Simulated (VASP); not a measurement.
# Li (Im-3m) in VASP: single point with PBE+D3(BJ)

Aim: the single point of Li with PBE+D3(BJ).

All numbers are computed with VASP 6.6.1; they aren't measurements. Logs are shortened: lines on timing, memory, paths and dates and some standing lists are left out, and cuts for length are marked.

## (1) Starting point

The structure is cubic, space group Im-3m (No. 229). The conventional cell has a = 3.509 Å, b = 3.509 Å, c = 3.509 Å, α = 90.00°, β = 90.00°, γ = 90.00°. Li (site symmetry m-3m) has 8 Li at 3.04 Å as nearest neighbours.

## (2) Single point, PBE+D3(BJ)

File INCAR:

```
SYSTEM = Li
PREC     = Accurate       ! precision mode
ENCUT    = 520            ! plane-wave cutoff, eV
EDIFF    = 1E-6           ! SCF threshold, eV
ISMEAR   = 0              ! smearing method
SIGMA    = 0.1            ! smearing width, eV
LREAL    = .False.        ! projectors in reciprocal space
LASPH    = .True.         ! aspherical terms in the spheres
NELM     = 60             ! most SCF steps
ALGO     = Fast           ! electronic algorithm
ISIF     = 2              ! what is computed and relaxed
LWAVE    = .False.        ! write WAVECAR
LCHARG   = .False.        ! write CHGCAR
GGA      = PE             ! functional
IVDW     = 12             ! dispersion correction
NBANDS   = 8              ! bands
```

File KPOINTS:

```
Automatic mesh
0
Gamma
  8 8 8
  0 0 0
```

File POSCAR:

```
Li
1.0
   -1.7546500000      1.7546500000      1.7546500000
    1.7546500000     -1.7546500000      1.7546500000
    1.7546500000      1.7546500000     -1.7546500000
Li
1
Direct
    0.0000000000      0.0000000000      0.0000000000
```

Potentials or basis: VASP PAW PBE potentials, release 64 (Li_sv).

Launch:

```sh
> cat potpaw_PBE.64/Li_sv/POTCAR > POTCAR
> mpirun -np 1 vasp_std > vasp.out
```

OUTCAR:

```text
SYSTEM = Li
   PREC = Accurate
   ENCUT = 520
   EDIFF = 1E-6
   ISMEAR = 0
   LREAL = .False.
   LASPH = .True.
   NELM = 60
   ISIF = 2
   GGA = PE
   IVDW = 12
 IVDW          = 12

 ion  position               nearest neighbor table
   1  0.000  0.000  0.000-

  LATTYP: Found a body centered cubic cell.
 ALAT       =     3.5093000000

  Lattice vectors:

 A1 = (  -1.7546500000,   1.7546500000,   1.7546500000)
 A2 = (   1.7546500000,  -1.7546500000,   1.7546500000)
 A3 = (   1.7546500000,   1.7546500000,  -1.7546500000)

Analysis of symmetry for initial positions (statically):
=====================================================================
 Subroutine PRICEL returns:
 Original cell was already a primitive cell.

 Routine SETGRP: Setting up the symmetry group for a
 body centered cubic supercell.

 Subroutine GETGRP returns: Found 48 space group operations
 (whereof 48 operations were pure point group operations)
 out of a pool of 48 trial point group operations.

The static configuration has the point symmetry O_h .

Analysis of symmetry for dynamics (positions and initial velocities):
=====================================================================
 Subroutine PRICEL returns:
 Original cell was already a primitive cell.

 Routine SETGRP: Setting up the symmetry group for a
 body centered cubic supercell.

 Subroutine GETGRP returns: Found 48 space group operations
 (whereof 48 operations were pure point group operations)
 out of a pool of 48 trial point group operations.

The dynamic configuration has the point symmetry O_h .

 Subroutine INISYM returns: Found 48 space group operations
 (whereof 48 operations are pure point group operations),
 and found     1 'primitive' translations

----------------------------------------------------------------------------------------

                                     Primitive cell

  volume of cell :      21.6088

  direct lattice vectors                    reciprocal lattice vectors
    -1.754650000  1.754650000  1.754650000     0.000000000  0.284957114  0.284957114
     1.754650000 -1.754650000  1.754650000     0.284957114  0.000000000  0.284957114
     1.754650000  1.754650000 -1.754650000     0.284957114  0.284957114  0.000000000

  length of vectors
     3.039142950  3.039142950  3.039142950     0.402990215  0.402990215  0.402990215

  position of ions in fractional coordinates (direct lattice)
     0.000000000  0.000000000  0.000000000

  ion indices of the primitive-cell ions
   primitive index   ion index
                 1           1

[... 78 lines left out ...]
   ISYM   =      2    0-nonsym 1-usesym 2-fastsym
   POTIM  = 0.5000    time-step for ionic-motion
   TEBEG  =    0.0;   TEEND  =   0.0 temperature during run
   PSTRESS=    0.0 pullay stress
   NELECT =       3.0000    total number of electrons
   NUPDOWN=      -1.0000    fix difference up-down
   EMIN   =  10.00;   EMAX   =-10.00  energy-range for DOS
   EFERMI =   0.00;   METHOD = LEGACY
   ISMEAR =     0;   SIGMA  =   0.10  broadening in eV -4-tet -1-fermi 0-gaus
   EFERMI_NEDOS =   21; number of points for ismear=-14 and -15
   IALGO  =     68    algorithm
   IMIX   =      4    mixing-type and parameters
     AMIX     =   0.40;   BMIX     =  1.00
     AMIX_MAG =   1.60;   BMIX_MAG =  1.00
  volume/ion in A,a.u.               =      21.61       145.82
  Fermi-wavevector in a.u.,A,eV,Ry     =   0.847692  1.601906  9.776898  0.718582
  Thomas-Fermi vector in A             =   1.963238
   LORBIT       =      0    0 simple, 1 ext, 2 COOP (PROOUT), +10 PAW based schemes
   GGA     = PE    functional components
   LHFCALC =     F    Hartree Fock is set to
   AEXX    =    0.0000 exact exchange contribution
   IVDW    =    12    specifies the selected vdW correction
   LEPSILON=     F    determine dielectric tensor
   LRPA    =     F    only Hartree local field effects (RPA)
 non-spin polarized calculation
 RMM-DIIS sequential band-by-band and
 Gauss-broadening in eV      SIGMA  =   0.10
  energy-cutoff  :      520.00
  volume of cell :       21.61
 maximum number of plane-waves:       603
   NGX = 11   NGY = 11   NGZ = 11

 number of electron       2.9999991 magnetization

 Free energy of the ion-electron system (eV)
  ---------------------------------------------------
  ext. energy  EPLUGINS =         0.00000000
  ---------------------------------------------------
  free energy    TOTEN  =        -1.89207190 eV

  energy without entropy =       -1.88668955  energy(sigma->0) =       -1.88938072

 E-fermi :   0.4940     XC(G=0):  -6.8905

 val. band max:        0.4180787011   @ k =   0.2500   0.2500   0.0000
 cond. band min:       0.5494258283   @ k =   0.3750   0.1250   0.0000
 fundamental gap:      0.1313471272
 Fermi energy:         0.4939759235

 k-point     1 :       0.0000    0.0000    0.0000
  band No.  band energies     occupation
      1     -46.1907      2.00000
      2      -3.0245      2.00000
      3      14.4010      0.00000
      4      14.4010      0.00000
      5      14.4011      0.00000
      6      19.0441      0.00000
      7      19.0441      0.00000
      8      19.0442      0.00000
[... 243 lines left out ...]
 k-point    24 :      -0.3750    0.3750    0.2500
  band No.  band energies     occupation
      1     -46.1723      2.00000
      2       0.7914      0.00003
      3       6.1037      0.00000
      4       7.5582      0.00000
      5      10.8421      0.00000
      6      12.6965      0.00000
      7      17.0053      0.00000
      8      20.0140      0.00000

 [... further k-points ...]

------------------------ aborting loop because EDIFF is reached ----------------------------------------

 Edisp (eV)   -0.15881

 E8    (eV) :    -0.0663

  FORCE on cell =-STRESS in cart. coord.  units (eV):
  Direction    XX          YY          ZZ          XY          YZ          ZX
  --------------------------------------------------------------------------------------
  -------------------------------------------------------------------------------------
  Total      -0.26479    -0.26479    -0.26479     0.00000    -0.00000     0.00000
  in kB     -19.63293   -19.63293   -19.63293     0.00000    -0.00000     0.00000
  external pressure =      -19.63 kB  Pullay stress =        0.00 kB

 VOLUME and BASIS-vectors are now :
 -----------------------------------------------------------------------------
  energy-cutoff  :      520.00
  volume of cell :       21.61
      direct lattice vectors                 reciprocal lattice vectors
    -1.754650000  1.754650000  1.754650000     0.000000000  0.284957114  0.284957114
     1.754650000 -1.754650000  1.754650000     0.284957114  0.000000000  0.284957114
     1.754650000  1.754650000 -1.754650000     0.284957114  0.284957114  0.000000000

 POSITION                                       TOTAL-FORCE (eV/Angst)
 -----------------------------------------------------------------------------------
      0.00000      0.00000      0.00000        -0.000000      0.000000      0.000000
 -----------------------------------------------------------------------------------
    total drift:                                0.000000      0.000000     -0.000000

  FREE ENERGIE OF THE ION-ELECTRON SYSTEM (eV)
  ---------------------------------------------------
  free  energy   TOTEN  =        -2.0508784663 eV

  energy  without entropy=       -2.0454961150  energy(sigma->0) =       -2.04818729
```

Run time: 3.8 s. Hardware: 1 thread of Intel Xeon 6975P-C (Granite Rapids), shared host; peak memory 0.13 GiB.

What came out:

```
Free energy                : -2.0509 eV
Band gap on the k mesh     : none (metal or under the smearing width)
Dispersion energy per atom : -0.159 eV
```

Levels at points of the mesh, in eV from the Fermi level:
| k point | band 1 | band 2 | band 3 | band 4 | band 5 | band 6 |
| --- | --- | --- | --- | --- | --- | --- |
| (0.00, 0.00, 0.00) | -46.68 | -3.52 | 13.91 | 13.91 | 13.91 | 18.55 |
| (0.50, 0.00, 0.00) | -46.67 | 0.22 | 3.01 | 9.87 | 11.30 | 13.06 |
| (0.50, 0.50, 0.50) | -46.66 | 5.25 | 5.25 | 5.25 | 7.45 | 7.45 |

Caveat: the cutoff is under 1.25 times the usual one of these potentials, so pressure, stress and relaxed cells hold a basis-set (Pulay) error; pairwise dispersion overbinds metals, which lowers pressure and volume.
